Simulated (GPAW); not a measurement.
# Pb (Fm-3m) in GPAW: single point with LDA

Aim: the single point of Pb with LDA.

All numbers are computed with GPAW 26.7.0; they aren't measurements. Logs are shortened: lines on timing, memory, paths and dates and some standing lists are left out, and cuts for length are marked. The log counts tension as positive stress, the text compression.

### Step 1. The crystal as given

Symmetry: Fm-3m, No. 225, cubic system. Conventional cell: a = 4.950 Å, b = 4.950 Å, c = 4.950 Å, α = 90.00°, β = 90.00°, γ = 90.00°. Pb (site symmetry m-3m) is surrounded by 12 Pb at 3.50 Å.

### Step 2. Single point, LDA

File run.py:

```python
from ase import Atoms
from ase.dft.bandgap import bandgap
from ase.io import write
from ase.units import GPa
from gpaw import GPAW, PW

atoms = Atoms(['Pb'],
              cell=[[0.0, 2.47502, 2.47502],
                    [2.47502, 0.0, 2.47502],
                    [2.47502, 2.47502, 0.0]],
              scaled_positions=[[0.0, 0.0, 0.0]],
              pbc=True)

calc = GPAW(mode=PW(500),
            xc='LDA',
            kpts={'size': (8, 8, 8), 'gamma': True},
            occupations={'name': 'fermi-dirac', 'width': 0.05},
            nbands=14,
            convergence={'density': 1e-05, 'energy': 1e-05},
            maxiter=80,
            txt='gpaw.txt')
atoms.calc = calc
energy = atoms.get_potential_energy()
forces = atoms.get_forces()
stress = atoms.get_stress()
calc.write('gs.gpw')
write('result.traj', atoms)
print(f'Energy: {energy:.6f} eV')
print('Forces (eV/A):')
print(forces.round(4))
print('Stress (GPa):', (stress / GPa).round(3))
print('Fermi level:', round(calc.get_fermi_level(), 4), 'eV')
print(f'Gap: {bandgap(calc)[0]:.4f} eV, direct: {bandgap(calc, direct=True)[0]:.4f} eV')
```

Potentials or basis: the program's PAW data sets (release 1.2.1) made for this functional, pw.

The run is started by

```
$ OMP_NUM_THREADS=1 python run.py
```

gpaw.txt:

```text
__  _  _
 | _ |_)|_||  |
 |__||  | ||/\| - 26.7.0

Input parameters:
  mode=PW(ecut=500.0),
  convergence={'density': 1e-05, 'energy': 1e-05},
  kpts=MonkhorstPack(size=(8, 8, 8), gamma=True),
  maxiter=80,
  nbands=14,
  occupations=Occupations(name='fermi-dirac', width=0.05),
  xc=XC(name='LDA')

Diagonalizing LCAO Hamiltonian
Converting LCAO to pw mode

       Pb

Atoms  # Å, Bohr magnetons
|   | symbol |        x |        y |        z |    initial magnetic moments |
|---|--------|----------|----------|----------|-----------------------------|
| 0 |     Pb | 0.000000 | 0.000000 | 0.000000 | ( 0.0000,  0.0000,  0.0000) |

Unit cell  # Å
| periodic |        x |        y |        z |  lengths |    angles |
|----------|----------|----------|----------|----------|-----------|
|      yes | 0.000000 | 2.475020 | 2.475020 | 3.500207 | 60.000000 |
|      yes | 2.475020 | 0.000000 | 2.475020 | 3.500207 | 60.000000 |
|      yes | 2.475020 | 2.475020 | 0.000000 | 3.500207 | 60.000000 |

Number of symmetries: 48
Symmetry operations  # r_c * U_cc + t_c -> r_c
|    | kind |            matrix            |
|----|------|------------------------------|
|  0 |  σ   |  1, 0, 0,  1, 0,-1,  1,-1, 0 |
|  1 |  C2  |  1, 0, 0,  1,-1, 0,  1, 0,-1 |
|  2 |  E   |  1, 0, 0,  0, 1, 0,  0, 0, 1 |
|  3 |  σ   |  1, 0, 0,  0, 0, 1,  0, 1, 0 |
|  4 |  C4  |  1, 0,-1,  1, 0, 0,  1,-1, 0 |
|  5 |  S6  |  1, 0,-1,  1,-1, 0,  1, 0, 0 |
|  6 |  σ   |  1, 0,-1,  0, 1,-1,  0, 0,-1 |
|  7 |  C3  |  1, 0,-1,  0, 0,-1,  0, 1,-1 |
|  8 |  S6  |  1,-1, 0,  1, 0, 0,  1, 0,-1 |
|  9 |  C4  |  1,-1, 0,  1, 0,-1,  1, 0, 0 |
| 10 |  C3  |  1,-1, 0,  0,-1, 1,  0,-1, 0 |
| 11 |  σ   |  1,-1, 0,  0,-1, 0,  0,-1, 1 |
| 12 |  σ   |  0, 1, 0,  1, 0, 0,  0, 0, 1 |
| 13 |  C4  |  0, 1, 0,  0, 1,-1, -1, 1, 0 |
| 14 |  C3  |  0, 1, 0,  0, 0, 1,  1, 0, 0 |
| 15 |  S6  |  0, 1, 0, -1, 1, 0,  0, 1,-1 |
| 16 |  C2  |  0, 1,-1,  1, 0,-1,  0, 0,-1 |
| 17 |  σ   |  0, 1,-1,  0, 1, 0, -1, 1, 0 |
| 18 |  S4  |  0, 1,-1,  0, 0,-1,  1, 0,-1 |
| 19 |  C4  |  0, 1,-1, -1, 1, 0,  0, 1, 0 |
| 20 |  C3  |  0, 0, 1,  1, 0, 0,  0, 1, 0 |
| 21 |  σ   |  0, 0, 1,  0, 1, 0,  1, 0, 0 |
| 22 |  S6  |  0, 0, 1,  0,-1, 1, -1, 0, 1 |
| 23 |  C4  |  0, 0, 1, -1, 0, 1,  0,-1, 1 |
| 24 |  S4  |  0, 0,-1,  1, 0,-1,  0, 1,-1 |
| 25 |  C3  |  0, 0,-1,  0, 1,-1,  1, 0,-1 |
| 26 |  C2  |  0, 0,-1,  0,-1, 0, -1, 0, 0 |
| 27 |  S6  |  0, 0,-1, -1, 0, 0,  0,-1, 0 |
| 28 |  S4  |  0,-1, 1,  1,-1, 0,  0,-1, 0 |
| 29 |  C4  |  0,-1, 1,  0, 0, 1, -1, 0, 1 |
| 30 |  C2  |  0,-1, 1,  0,-1, 0,  1,-1, 0 |
| 31 |  σ   |  0,-1, 1, -1, 0, 1,  0, 0, 1 |
| 32 |  C3  |  0,-1, 0,  1,-1, 0,  0,-1, 1 |
| 33 |  S6  |  0,-1, 0,  0, 0,-1, -1, 0, 0 |
| 34 |  S4  |  0,-1, 0,  0,-1, 1,  1,-1, 0 |
| 35 |  C2  |  0,-1, 0, -1, 0, 0,  0, 0,-1 |
| 36 |  C2  | -1, 1, 0,  0, 1, 0,  0, 1,-1 |
| 37 |  S6  | -1, 1, 0,  0, 1,-1,  0, 1, 0 |
| 38 |  S4  | -1, 1, 0, -1, 0, 1, -1, 0, 0 |
| 39 |  C3  | -1, 1, 0, -1, 0, 0, -1, 0, 1 |
| 40 |  S6  | -1, 0, 1,  0, 0, 1,  0,-1, 1 |
| 41 |  C2  | -1, 0, 1,  0,-1, 1,  0, 0, 1 |
| 42 |  C3  | -1, 0, 1, -1, 1, 0, -1, 0, 0 |
| 43 |  S4  | -1, 0, 1, -1, 0, 0, -1, 1, 0 |
| 44 |  C2  | -1, 0, 0,  0, 0,-1,  0,-1, 0 |
| 45 |  i   | -1, 0, 0,  0,-1, 0,  0, 0,-1 |
| 46 |  σ   | -1, 0, 0, -1, 1, 0, -1, 0, 1 |
| 47 |  C2  | -1, 0, 0, -1, 0, 1, -1, 1, 0 |

BZ-sampling:
  Number of BZ points: 512
  Number of IBZ points: 29

  Monkhorst-Pack size: [8, 8, 8]
  Monkhorst-Pack shift: [0.0625, 0.0625, 0.0625]

K-points  # in reciprocal-cell coordinates
|     |                                coordinates |     weight |
|-----|--------------------------------------------|------------|
|   0 | (  0.00000000,   0.00000000,   0.00000000) | 0.00195312 |
|   1 | (  0.12500000,   0.12500000,   0.00000000) | 0.01171875 |
|   2 | (  0.12500000,   0.12500000,   0.12500000) | 0.01562500 |
|   3 | (  0.25000000,   0.12500000,   0.12500000) | 0.02343750 |
|   4 | (  0.25000000,   0.25000000,   0.00000000) | 0.01171875 |
|   5 | (  0.25000000,   0.25000000,   0.12500000) | 0.04687500 |
|   6 | (  0.25000000,   0.25000000,   0.25000000) | 0.01562500 |
|   7 | (  0.37500000,   0.25000000,  -0.37500000) | 0.04687500 |
|   8 | (  0.37500000,   0.25000000,   0.12500000) | 0.04687500 |
|   9 | (  0.37500000,   0.25000000,   0.25000000) | 0.04687500 |
| ... |                                            |            |
|  28 | (  0.50000000,   0.50000000,   0.50000000) | 0.00781250 |

Plane wave coefficients: 783
Cutoff: 500.0 eV

Spin-components: 1 (collinear spins)
Bands:           14
Projectors:      6
Spin-degeneracy: 2
Datatype:        complex128

Density:
  Valence electrons: 14.0
  Components: 1
  Grid points: [20 20 20]
  Charge: 0.0  # |e|

Potential:
  Grid points: [20 20 20]

species:
  Pb:
    name:    Lead
    Z:       82.0
    valence: 14
    core:    68
    charge:  0.0  # [|e|]
    compensation charges:
      type: gauss
      rc: 0.38  # [Å]
      lmax: 2
    cutoffs:
      filter: 2.36  # [Å]
      core: 2.43  # [Å]
    projectors
    | kind |    occ | energy [eV] | rcut [Å] |
    |------|--------|-------------|----------|
    |   6s |  2.000 |     -12.249 |    1.259 |
    |   6p |  2.000 |      -3.713 |    1.275 |
    |   5d | 10.000 |     -21.326 |    1.217 |
    |    s |        |      14.962 |    1.259 |
    |    p |        |      23.498 |    1.275 |
    |    d |        |       5.885 |    1.217 |

    Using partial waves for Pb as LCAO basis

Reference energy: -566970.933631  # eV

eigensolver:
  PPCG
  Converge bands: occupied
  niter=2

density mixing:
  MSR1-Mixer
  Pratt-step length: 0.05
  Maximum mixing coefficient: 0.75
  Old densities: 10
  SVD Regularization: 0.005
  Good broyden scale: 1.0
  Trust region scale: 1.0
  Backstep threshold: 4.0
  History deletion threshold: 6.0
  Fourier metric: weight=20.0, sigma=0.015

occupation numbers:
  Fermi-Dirac:
    width: 0.0500  # eV

poisson solver:
  ecut: 4000.0  # eV

xc functional:
  name: None

convergence criteria:
- Maximum integral of absolute [dens]ity change: 1e-05 electrons / valence electron
- Maximum [total energy] change in last 3 cyles: 1e-05 eV / valence electron
- Maximum integral of absolute [eigenst]ate change: 4e-08 eV^2 / valence electron
maximum number of iterations: 80

SCF iterations
|iter     | |      energy | eigst |  dens |
|---------|-|-------------|-------|-------|
|iter:   1| |   -4.546184 | -0.29 |       |
|iter:   2| |   -4.545130 | -2.39 | -1.80 |
|iter:   3| |   -4.529467 | -2.61 | -1.83 |
|iter:   4| |   -4.529062 | -3.89 | -2.37 |
|iter:   5| |   -4.529057 | -4.99 | -2.80 |
|iter:   6| |   -4.529058c| -6.53 | -3.95 |
|iter:   7| |   -4.529058c| -7.00 | -4.40 |
|iter:   8| |   -4.529058c| -8.18c| -5.06c|

Converged in 8 steps
Energy contributions relative to reference atoms: (reference = -566970.933631)

Energy contributions:
  Kinetic:           6.095589
  Coulomb:          -6.321175
  Zero:              0.007592
  External:          0.000000
  Xc:               -4.309854
  Entropy:          -0.002423
  Spinorbit:         0.000000
  ----------------------------
  Free energy:      -4.530270
  Extrapolated:     -4.529058

dipole moment: (-21.008773, -21.008773, -21.008773)  # |e|*Ang

Fermi level: 7.199
Eigenvalues  # (at kpt = [0.000, 0.000, 0.000])
| band index |      eig [eV] | occ [0-2] |
|------------|---------------|-----------|
|          0 |        -9.698 |     2.000 |
|          1 |        -9.698 |     2.000 |
|          2 |        -9.698 |     2.000 |
|          3 |        -9.555 |     2.000 |
|          4 |        -9.555 |     2.000 |
|          5 |        -4.481 |     2.000 |
|          6 |        14.562 |     0.000 |
|          7 |        14.562 |     0.000 |
|          8 |        14.562 |     0.000 |
|          9 |        17.178 |     0.000 |
|         10 |        18.738 |     0.000 |
|         11 |        19.785 |     0.000 |
|         12 |        19.785 |     0.000 |
|         13 |        19.785 |     0.000 |

No gap
No difference between direct/indirect transitions

Forces  # eV/Ang
|       x |       y |       z |
|---------|---------|---------|
| 0.00000 | 0.00000 | 0.00000 |  # Pb   0

Stress tensor  # eV/Ang^3
|         x |         y |         z |
|-----------|-----------|-----------|
|  0.014910 | -0.000000 | -0.000000 |
| -0.000000 |  0.014910 |  0.000000 |
| -0.000000 |  0.000000 |  0.014910 |

# Writing to gs.gpw (mode='')
```

It took 4.5 s on 1 thread of Arm Neoverse V2, shared host; peak memory 0.13 GiB.

Results:

| Item | Value |
| --- | --- |
| Free energy | -4.5303 eV |
| Pressure | -2.4 GPa |
| Band gap on the k mesh | none (metal or under the smearing width) |

Caveat: the cutoff is short for stress and forces, so pressures can be off by a GPa or more. The run has no spin-orbit coupling, so splittings on Pb are missing.
